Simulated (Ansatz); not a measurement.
## Ti under changes of volume

One of the cells (16.731 Å³/atom); the others are scaled copies at fixed shape and fractional positions:

```
Ti
1.0
     0.00000    2.03000    2.03000
     2.03000    0.00000    2.03000
     2.03000    2.03000    0.00000
Ti
1
Direct
  0.00000 0.00000 0.00000
```

This isn't the form of Ti at room conditions, which is hcp.

```yaml
Program: Ansatz 0.2.0
Functional: HSE06
Potentials_or_basis: Ansatz PAW
Cutoff: "420 eV (not typed: the program's choice for these potentials)"
k_mesh: 6 × 6 × 6
Occupations: fermi-dirac, width 0.05 eV
Spin: no spin polarisation
```

```csv
volume (Å³/atom),energy over the lowest point (meV/atom),pressure (GPa)
15.727,60.78,13.8
16.062,35.74,10.3
16.396,?,?
16.731,6.13,4.2
17.065,0.41,1.6
17.400,0.00,-0.8
17.735,4.51,-3.0
```

Task: What does the run at 16.396 Å³/atom give?

Result: Energy over the lowest point 17.74 meV/atom; pressure 7.2 GPa.

Worked out: A Birch-Murnaghan fit of order 3 (a polynomial in V^(-2/3)) to the other rows has its minimum at 17.26 Å³/atom with B0 = V·E''(V) = 126 GPa and B' = 3.6. It gives 17.76 meV/atom at 16.396 Å³/atom, against the run's 17.74, and -dE/dV = 7.0 GPa, against 7.2.

Energies are extrapolated to zero smearing.

Caveats: all runs use coarse meshes; the PAW data sets come from PBE, with cores solved anew for the run's functional, which leaves a small shift of forces and pressure; the thresholds are loose for stress.
